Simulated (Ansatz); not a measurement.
# TaN (P-6m2) in Ansatz: further runs

The runs below take TaN through single point, density of states, with revPBE, PBE+D4.

All numbers are computed with Ansatz 0.2.0; they aren't measurements. Logs are shortened: lines on timing, memory, paths and dates and some standing lists are left out, and cuts for length are marked.

**1. The structure**

The structure is hexagonal, space group P-6m2 (No. 187). Conventional cell: a = 2.938 Å, b = 2.938 Å, c = 2.883 Å, α = 90.00°, β = 90.00°, γ = 120.00°. Ta (site symmetry -6m2) is surrounded by 6 N at 2.23 Å. N (site symmetry -6m2) is surrounded by 6 Ta at 2.23 Å.

**2. Single point, revPBE, spin-orbit coupling, no magnetisation, 10.78 Å³/atom**

File input.yaml:

```yaml
crystal:
  lattice:
    - [2.938, 0.0, 0.0]
    - [-1.469, 2.5443826363, 0.0]
    - [0.0, 0.0, 2.883]
  atoms:
    - { symbol: Ta, position: [0.0, 0.0, 0.5] }
    - { symbol: "N", position: [0.6666666667, 0.3333333333, 0.0] }
hamiltonian:
  xc: revpbe
  pseudopotentials: { kind: paw_fr }
magnetization:
  noncollinear: true
  spin_orbit: true
kpoints:
  mp_grid: { grid: [10, 10, 9] }
scf:
  occupations: { method: cold, width: 0.1 }
output:
  forces: true
  stress: true
  eigenvalues: true
```

Potentials or basis: Ansatz PAW.

The run is started by

```sh
> ansatz run input.yaml --threads 1 --pin off --max-ram 2560MiB --backend cpu --events-out ev --progress --plain --runs-dir out
```

The log of the run:

```text
Warning: RAYON_NUM_THREADS=1 ignored (pool sized by the plan → 1); use --threads N
Engine: ansatz 0.2.0, x86_64-unknown-linux-gnu
Pseudopotentials: kind: paw_fr
Pseudopotential: Ta, paw_fr, valence charge 13, recommended cutoff 420 eV (normal), Ta.paw.azcp#standard-fr
Pseudopotential: N, paw_fr, valence charge 5, recommended cutoff 420 eV (normal), N.paw.azcp#standard-fr
Functional definition: revPBE
  parameter kappa = 1.245
  parameter beta = 0.06672455060314922
  exchange = pbe_x(kappa = kappa, mu = beta*pi^2/3)
  correlation = pbe_c(beta = beta)
non-collinear run that drives no moment, with spin-orbit: no starting moment large enough to seed its density (crystal.atoms[].spin), no starting occupations that ask for one, no magnetisation constraint and no magnetic field, so the semilocal B_xc is pinned to zero
Crystal: 2 atoms, lattice volume = 21.552 Å³
Basis set: ecut = 420 eV, 405 PW (Γ), exchange–correlation on 40×40×40 points (8 copies of the dense FFT grid, shifted against one another)
Bands: 26, of which v1, the nominal top of the filled ones, is band 18 counted from 1 (17 counted from 0)
Symmetry: 12 space group operations + 12 with time reversal
Magnetic group: BNS 187.210 (UNI 1440), of the structure as read, at distance tolerance 2.8e-5 Å
k-points: 70 of 900 (time reversal used)
Projection manifold: j_resolved (fully-relativistic pseudo-atomic orbitals)
Non-local potential: Ta, projectors of the file, l = 0: 3, l = 1: 4, l = 2: 4, l = 3: 2
Non-local potential: N, projectors of the file, l = 0: 2, l = 1: 4, l = 2: 2
PAW form: soft (Blöchl's): semilocal exchange-correlation on the pseudo side does not see the compensation charge
PAW frozen core: Ta, regenerated for the run's functional, and the local potential with it (the file was generated under x = pbe(κ = 0.804, μ = 0.2195149727645171), c = pbe(β = 0.06672455060314922))
PAW frozen core: N, regenerated for the run's functional, and the local potential with it (the file was generated under x = pbe(κ = 0.804, μ = 0.2195149727645171), c = pbe(β = 0.06672455060314922))
PAW one-centre angular grid: Ta, 590 points (default); XC on 64 Gauss nodes
PAW one-centre angular grid: N, 110 points (default); XC on 64 Gauss nodes
Initial density: superposition of atomic densities (chi_scale 0.1, normalization cell, long waves kept (reshape's long-wave potential 0.00 eV rms))
Initial wavefunctions: pseudopotential atomic-orbital guess
Functional: x = revpbe(κ = 1.245, μ = 0.2195149727645171), c = pbe(β = 0.06672455060314922)
SCF iter   1: F=—  HF=-10350.957161 eV  |F-HF|=—  |Δ(HF+E_count)|=         —  Δρ=5.10e-2  dr2=3.41e-1  dr2_m=0.00e0 (ungated)  ethr=3.10e-3  |M|=0.00e0 ∫|m|=0.00e0 μB  |m|>n=0.0e0 m-floor=0.0e0 τ_xc=0.0e0  β_m=0.30  ⟨swp⟩=6.2  Hψ=9297  notcnv=0
preconditioner: auto → none  [metal: Δε(μ)=0.116 eV  Ē_g=11.239 eV  σ=0.100 eV  W_gap=0.40  n_scr=8 (ndim 8)  ℏωp=25.3 eV  f_vac=0.000  D(μ)=0.04/eV (n_scr^D=0)  sad-step TF]
SCF iter   2: F=—  HF=-10350.959683 eV  |F-HF|=—  |Δ(HF+E_count)|=   2.52e-3  S|Δr|=    0.00e0  Δρ=3.87e-2  dr2=1.77e-1  dr2_m=0.00e0 (ungated)  ethr=1.90e-3  |M|=0.00e0 ∫|m|=0.00e0 μB  |m|>n=0.0e0 m-floor=0.0e0 τ_xc=0.0e0  β_m=0.65  ⟨swp⟩=1.0  Hψ=2380  notcnv=0  defer=17
SCF iter   3: F=—  HF=-10351.002008 eV  |F-HF|=—  |Δ(HF+E_count)|=   4.23e-2  S|Δr|=    0.00e0  Δρ=1.85e-2  dr2=8.65e-2  dr2_m=0.00e0 (ungated)  ethr=9.82e-4  |M|=0.00e0 ∫|m|=0.00e0 μB  |m|>n=0.0e0 m-floor=0.0e0 τ_xc=0.0e0  β_m=0.52  ⟨swp⟩=2.3  Hψ=2471  notcnv=0  defer=163
SCF iter   4: F=—  HF=-10350.982758 eV  |F-HF|=—  |Δ(HF+E_count)|=   1.92e-2  S|Δr|=    0.00e0  Δρ=2.57e-3  dr2=7.03e-4  dr2_m=0.00e0 (ungated)  ethr=4.80e-4  |M|=0.00e0 ∫|m|=0.00e0 μB  |m|>n=0.0e0 m-floor=0.0e0 τ_xc=0.0e0  β_m=0.71  ⟨swp⟩=2.2  Hψ=2806  notcnv=0  defer=167
SCF iter   5: F=—  HF=-10350.983078 eV  |F-HF|=—  |Δ(HF+E_count)|=   3.19e-4  S|Δr|=    0.00e0  Δρ=4.96e-4  dr2=4.38e-5  dr2_m=0.00e0 (ungated)  ethr=3.91e-6  |M|=0.00e0 ∫|m|=0.00e0 μB  |m|>n=0.0e0 m-floor=0.0e0 τ_xc=0.0e0  β_m=0.70  ⟨swp⟩=2.0  Hψ=2621  notcnv=0  defer=203
SCF iter   6: F=—  HF=-10350.983079 eV  |F-HF|=—  |Δ(HF+E_count)|=   9.62e-7  S|Δr|=    0.00e0  Δρ=5.52e-5  dr2=2.17e-7  dr2_m=0.00e0 (ungated)  ethr=2.43e-7  |M|=0.00e0 ∫|m|=0.00e0 μB  |m|>n=0.0e0 m-floor=0.0e0 τ_xc=0.0e0  β_m=0.74  ⟨swp⟩=2.0  Hψ=2234  notcnv=0  defer=205
SCF iter   7: F=-10350.983079 eV  HF=-10350.983079 eV  |F-HF|=6.52e-9  |Δ(HF+E_count)|=   2.55e-7  S|Δr|=    0.00e0  Δρ=1.03e-5  dr2=5.51e-9  dr2_m=0.00e0 (ungated)  ethr=5.56e-10  |M|=0.00e0 ∫|m|=0.00e0 μB  |m|>n=0.0e0 m-floor=0.0e0 τ_xc=0.0e0  ⟨swp⟩=9.1  Hψ=8179  notcnv=0
SCF 1 converged in 7 iterations: F = -10350.983079 eV  dr2 = 5.51e-9
SCF converged after 7 iterations
Stability not checked: this state was not tested for a lower state beside it, because cold or Methfessel-Paxton smearing, or corrected tetrahedra, fill the levels in a way that the test cannot read (fill_not_monotonic; see scf.lower_state_search)
Magnetization: |M| = 0.0000 μB,  M = (+0.0000, +0.0000, +0.0000) μB
Absolute magnetization: 0.0000 μB (∫|m|)
  site 0: m = (+0.0000, +0.0000, +0.0000) μB, |m| = 0.0000 μB  (R = 0.92 Å)
  site 1: m = (+0.0000, +0.0000, +0.0000) μB, |m| = 0.0000 μB  (R = 0.92 Å)
Free energy (F): -10350.983079 eV
Harris-Foulkes:  -10350.983079 eV  (|F-HF|=6.52e-9)
Internal energy: -10350.982952 eV  (E = F + TS)
E sigma→0 (E₀):  -10350.983036 eV
Entropy (-TS):   -0.000127 eV (-0.064 meV/atom)
Fermi energy:    20.535278 eV
Step filling:    the computed levels leave a gap of 0.0000 eV = 0.0 smearing widths at the electron count; against every level under it full and every level over it empty, smearing changes F+E_penalty+E_count by -0.085 meV and its σ→0 estimate by -0.042 meV
--- Per-component energies (eV) ---
  E_band       = -53.569525
  E_kinetic    = 499.854785
  E_local      = -602.223194  (includes V_loc(G=0)·N_el)
  E_nonlocal   = 55.252795
  E_hartree    = 203.631476
  E_xc         = -280.158308
  E_vxc        = -282.419237  (∫ρ·V_xc dr)
  E_paw        = -8553.282625  (= ΣΔE_a)
  E_vpaw       = -131.297504  (= ΣTr[D̂ρ^β])
  E_aug_tail   = 0.000197  (compensation charges beyond the density's cutoff)
  E_ewald      = -1674.023123
  E_core_change = -0.034956  (= ΣΔE_core)
  E_smearing   = -0.000127  (= −TS)
  E_closure    = -0.000000  (closes the sum)
  Σ components = -10350.983079   (vs F -10350.983079, Δ=0.00e0)
--- Forces (eV/Å), atoms counted from 1 ---
  atom   1  Ta     0.00000000     0.00000000     0.00000000
  atom   2  N      0.00000000     0.00000000     0.00000000
  max |Σ_I F_I| component: 6.66e-16 eV/Å
--- Stress (GPa, compression-positive) ---
        7.256730      -0.000000       0.000000
        0.000000       7.256730       0.000000
        0.000000       0.000000       8.661340
  P = ⅓ Tr σ = 7.7249 GPa (77.249 kbar)
--- Band table (eV; the first three rows and the last of 70) ---
  k-point 0: bands = ["-48.0114", "-48.0114", "-20.6742", "-20.6742", "-11.9362", "-11.9362", "-11.7391", "-11.7391", "2.5078", "2.5078", "15.6894", "15.6894", "15.7959", "15.7959", "16.1203", "16.1203", "17.3644", "17.3644", "22.5047", "22.5047", "23.6813", "23.6813", "24.0734", "24.0734", "24.2084", "24.2084"]
  k-point 1: bands = ["-48.0055", "-48.0055", "-20.6935", "-20.6935", "-12.0306", "-12.0306", "-11.7274", "-11.7274", "2.7607", "2.7607", "15.2402", "15.2402", "15.7673", "15.8205", "15.8967", "15.8967", "18.0990", "18.0990", "22.4122", "22.7370", "22.7370", "22.8984", "22.9453", "22.9453", "24.9504", "25.1174"]
  k-point 2: bands = ["-47.9904", "-47.9904", "-20.7437", "-20.7437", "-12.2570", "-12.2570", "-11.6977", "-11.6977", "3.4366", "3.4366", "13.7078", "13.7078", "16.0144", "16.1205", "16.1342", "16.1342", "19.5338", "19.5338", "21.0865", "21.5047", "21.5047", "21.5711", "23.9794", "23.9794", "24.9575", "25.1312"]
  k-point 69: bands = ["-47.8792", "-47.8792", "-21.0439", "-21.0240", "-12.6873", "-12.6653", "-12.4607", "-12.3784", "4.5167", "4.5444", "12.2353", "12.3005", "13.4504", "13.9224", "16.1641", "16.2704", "19.7558", "19.8418", "24.4442", "24.9050", "25.2710", "25.4820", "26.5763", "27.1426", "27.6021", "27.8315"]
```

It took 4.5 s on 1 thread of INTEL XEON PLATINUM 8581C at 2.30GHz (Emerald Rapids), shared host; peak memory 0.45 GiB.

Results:

| Item | Value |
| --- | --- |
| Free energy | -10350.9831 eV |
| Pressure | 7.7 GPa |
| Band gap on the k mesh | none (metal or under the smearing width) |

Caveat: the pressure holds a Pulay correction of +0.4 GPa for the finite cutoff; the PAW data sets come from PBE, with cores solved anew for the run's functional, which leaves a small shift of forces and pressure.

**3. Density of states, PBE+D4, spin-orbit coupling, no magnetisation (atoms moved at random, drawn with an rms of 0.02 Å)**

File input.yaml:

```yaml
crystal:
  lattice:
    - [2.938, 0.0, 0.0]
    - [-1.469, 2.5443826363, 0.0]
    - [0.0, 0.0, 2.883]
  atoms:
    - { symbol: Ta, position_ang: [-0.009674834, -0.002615625, 1.43463846] }
    - { symbol: "N", position_ang: [1.451868522, 0.850887352, 0.015239538] }
hamiltonian:
  xc: pbe
  pseudopotentials: { kind: paw_fr }
  dispersion: d4
magnetization:
  noncollinear: true
  spin_orbit: true
kpoints:
  mp_grid: { grid: [8, 8, 7] }
scf:
  occupations: { method: gaussian, width: 0.01 }
  n_extra_bands: 6
output:
  forces: true
  stress: true
  eigenvalues: true
  dos: { projected: false, de: 0.05, nscf_kmesh: { grid: [12, 12, 11] } }
```

Potentials or basis: Ansatz PAW.

The run is started by

```sh
> ansatz run input.yaml --threads 1 --pin off --max-ram 2560MiB --backend cpu --events-out ev --progress --plain --runs-dir out
```

Wall time 29 s (1 thread of INTEL XEON PLATINUM 8581C at 2.30GHz (Emerald Rapids), shared host); peak memory 0.64 GiB.

It converged, with:

```
Free energy            : -10341.6939 eV
Pressure               : -0.4 GPa
Largest force          : 0.333 eV/Å
Band gap on the k mesh : 0.00 eV, direct
```

Forces on the atoms (eV/Å):
```
Ta  -0.094  0.067  0.312
N    0.094 -0.067 -0.312
```

Stress tensor (GPa, compression positive):
```
-0.65  0.07 -0.06
 0.07 -0.57  0.04
-0.06  0.04 -0.05
```

Levels at points of the mesh, in eV from the valence-band top:
```tsv
k point	band 14	band 15	band 16	band 17	band 18	band 19	band 20	band 21	band 22	band 23
(0.00, 0.00, 0.00)	-4.71	-4.41	-4.41	-3.11	-3.11	2.01	2.01	3.16	3.16	3.52
(0.00, -0.50, 0.00)	-5.40	-3.69	-3.69	-3.35	-3.35	2.86	2.86	3.77	3.77	5.00
(-0.50, 0.00, 0.00)	-5.39	-3.70	-3.70	-3.34	-3.34	2.86	2.86	3.77	3.77	4.99
(-0.50, -0.50, 0.00)	-5.35	-3.68	-3.68	-3.37	-3.37	2.85	2.85	3.77	3.77	4.92
```

States per cell in windows of 1 eV (zero at the valence-band top; states under -8 eV left out):
```
from (eV)  total
     -8.0   1.41
     -7.0   0.87
     -6.0   1.53
     -5.0   1.72
     -4.0   0.19
     -3.0   0.50
     -2.0   1.12
     -1.0   0.29
      0.0   0.16
      1.0   0.86
      2.0   1.38
      3.0   1.58
      4.0   1.52
      5.0   0.46
      6.0   0.04
      7.0   0.00
```

Caveat: odd divisions of the mesh miss points on the zone boundary, where band edges often lie, so the gap on the mesh can be too wide; the pressure holds a Pulay correction of +0.5 GPa for the finite cutoff. A k mesh can miss the band edges.
